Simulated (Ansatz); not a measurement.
Calculated ¹⁷O NMR of the central transition for SiO₂

Cell: a computed structure from the Materials Project (it need not be an observed phase), atoms as given.

```
CELL_PARAMETERS angstrom
0.00000 4.71626 7.36278
2.35958 0.00000 7.36278
2.35958 4.71626 0.00000
ATOMIC_POSITIONS crystal
Si 0.56323 0.56323 0.93677
Si 0.31323 0.31323 0.68677
Si 0.68677 0.68677 0.31323
Si 0.93677 0.93677 0.56323
O 0.62500 0.12500 0.62500
O 0.62500 0.62500 0.12500
O 0.62500 0.62500 0.62500
O 0.12500 0.62500 0.62500
O 0.18656 0.81344 0.18656
O 0.81344 0.18656 0.81344
O 0.43656 0.06344 0.43656
O 0.06344 0.43656 0.06344
```

Sites (sets of like atoms) are named by element and the number of their first atom in this list.

Method: Kohn–Sham DFT in Ansatz, PBE, plane waves and PAW (field gradients read without the response of the frozen cores, which leaves them typically 4 to 6 % off), scalar-relativistic, 420 eV cutoff, Γ-centred 5×5×5 k-points, Fermi–Dirac smearing 0.02 eV.

¹⁷O has I = 5/2 and Q = -25.58 mb (Pyykkö 2018); at 9.4 T its Larmor frequency is ν₀ = 54.3 MHz. Only the quadrupole interaction is simulated: positions count from each site's isotropic chemical shift, and shift anisotropy, dipolar and J coupling are left out.

**Question.** Give C_Q, η, the quadrupolar product P_Q = |C_Q|(1 + η²/3)^½, the second-order isotropic shift and the breadth of the pattern (static powder) for each O site.

**Answer.** 

| site | first shell | C_Q (MHz) | η | P_Q (MHz) | δ_QIS (ppm) | breadth (kHz) |
| --- | --- | --- | --- | --- | --- | --- |
| O5 | 2 Si at 1.60 Å, angle 180° | -6.55 | 0.05 | 6.55 | -87.3 | 25.8 |
| O9 | 2 Si at 1.62 Å, angle 137° | -5.65 | 0.29 | 5.73 | -66.8 | 23.1 |

δ_QIS = −(ν_Q²/30ν₀²)[I(I+1) − 3/4](1 + η²/3) × 10⁶ ppm with ν_Q = 3|C_Q|/[2I(2I−1)]; it falls as 1/B₀² in ppm, and the breadth as 1/B₀ in kHz.

At O5 V_zz points along the line of its two bonds (within 1°). At O9 V_zz runs parallel to the line that joins its two neighbours (within 1°).

At this cell the principal stresses reach 5 GPa in size with PBE, which can matter for small gradients. The largest force is 0.4 eV/Å, so the atoms aren't at the calculated equilibrium and relaxing them would move these values.

Hardware: 1 thread of Intel Xeon Platinum 8375C CPU @ 2.90GHz (Ice Lake) (x86_64; 16 cores open to the job, memory cap 3.0 GiB, no GPU), a shared host with a load of 0.6 a core. Wall time 11 s, CPU time 11 s, peak memory 0.54 GiB.
